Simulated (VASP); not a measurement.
Write the native input for VASP 6.6.1 that does the following.

| Item | Value |
| --- | --- |
| Task | single point |
| Functional | LDA |
| Potentials or basis | VASP PAW LDA potentials, release 64 (Ce, O) |
| Cutoff | 520 eV |
| k mesh | 9 × 9 × 9 |
| Occupations | gaussian, width 0.05 eV |
| Spin | collinear spin, random start |
| Starting moments | [0.86, 0.0] μB |
| Further INCAR settings | ALGO = Normal; EDIFF = 1e-06 |

The structure of CeO lies in POSCAR:

```
CeO
1.0
    1.2318552300      0.7112119500      3.9303922000
   -1.2318552300      0.7112119500      3.9303922000
    0.0000000000     -1.4224239000      3.9303922000
Ce O
1 1
Direct
    0.5000000000      0.5000000000      0.5000000000
    0.0000000000      0.0000000000      0.0000000000
```

The cell comes from a database or a generator and needn't be the stable form of this composition.

One way to write it, as run:

INCAR

```
ALGO = Normal
EDIFF = 1E-6
ENCUT = 520
GGA = CA
ISIF = 2
ISMEAR = 0
ISPIN = 2
LASPH = True
LCHARG = True
LELF = True
LMAXMIX = 6
LORBIT = 11
LREAL = False
LVHAR = True
LWAVE = False
MAGMOM = 0.86 0
NELM = 120
PREC = Accurate
SIGMA = 0.05
```

KPOINTS

```
k-points
0
Gamma
  9 9 9
```

Potentials or basis: VASP PAW LDA potentials, release 64 (Ce, O).

Command:

```sh
$ cat potpaw_LDA.64/Ce/POTCAR potpaw_LDA.64/O/POTCAR > POTCAR
$ mpirun -np 1 vasp_std > vasp.out
```

It gave:

```
Pressure                                              : 110.8 GPa
Band gap on the k mesh                                : none (metal or under the smearing width)
Net moment                                            : 0.00 μB per cell
Valence electrons inside the program's atomic spheres : Ce 11.64; O 4.97
```

Caveat: the magnetic or orbital state may not be the lowest; a pressure of tens of GPa on the cell as given is suspect, and the run, the potentials or the cell itself is likely at fault; spin-orbit coupling is left out, which moves the levels of the heavy elements; without U or exact exchange the open f shell lies at the Fermi level, which spoils levels, moments and volumes.

Wall time 2.4 min on 1 thread of Intel(R) Xeon(R) Platinum 8488C (Sapphire Rapids) (shared host), peak memory 0.21 GiB.
